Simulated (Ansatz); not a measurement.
Born–Oppenheimer molecular dynamics of a periodic cell of 16 atoms, Ge (start crystal Ge, start structure diamond, volume 1.05 times the crystal's). It goes on from the last frame of an earlier run, with new velocities.

All numbers below come from Ansatz, DFT PBE, scalar-relativistic, plane waves, PAW. Settings: cutoff 420 eV, k mesh 2x2x2, fermi-dirac smearing 0.3 eV, no spin polarisation.

* ensemble: NVT, Langevin thermostat
* time step: 3 fs
* steps asked: 80
* set temperature: 2100 K
* friction: 0.005 /fs
* seed: 128738

First frame:

```xyz
16
Lattice="0.0000 5.7528 5.7528 5.7528 0.0000 5.7528 5.7528 5.7528 0.0000" Properties=species:S:1:pos:R:3
Ge -1.111 -0.742 -0.419
Ge 1.542 1.248 0.508
Ge 3.231 3.061 1.659
Ge 5.172 5.310 2.789
Ge 2.002 -0.730 2.276
Ge 3.222 1.174 3.621
Ge 5.618 2.198 3.074
Ge 7.267 3.703 4.533
Ge 0.196 2.708 2.448
Ge 1.913 4.052 4.402
Ge 2.643 6.418 2.965
Ge 4.398 8.143 4.796
Ge 3.644 3.168 6.208
Ge 4.773 5.236 7.603
Ge 5.551 5.796 4.846
Ge 7.467 6.787 6.220
```

Task: What does the run give?

Result: All steps were run.

* steps done: 80
* time covered: 240 fs
* mean temperature over the second half: 2214 K
* spread of the potential energy over the second half: 31.5 meV per atom
* mean potential energy of the second half above the start: -7.1 meV per atom

A run of 0.24 ps of so small a system gives no equilibrium averages. Limits of this set-up: coarse k mesh.

Task: What happens to the structure?

Result: Mean squared displacements from the first frame to the last, about the centre of mass: Ge 0.94 Å². Another seed would give other details.

Task: How do temperature and energy run in time?

Result: 
```tsv
time (fs)	T (K)	potential energy less start (eV)
0.0	1969	0.000
12.0	1823	-0.152
24.0	1769	-0.025
36.0	1772	0.515
48.0	1863	0.872
60.0	2088	0.973
72.0	1813	0.663
84.0	1895	0.312
96.0	1910	0.043
108.0	2254	-0.121
120.0	1987	0.076
132.0	2159	0.291
144.0	2239	0.187
156.0	2304	0.012
168.0	2141	-0.055
180.0	2126	0.167
192.0	2125	0.622
204.0	2206	-0.061
216.0	2547	-0.855
228.0	2298	-1.020
240.0	1947	-0.792
```

Run time: 17 min on 2 threads of Arm Neoverse V2, on a shared host, peak memory 1.3 GiB.
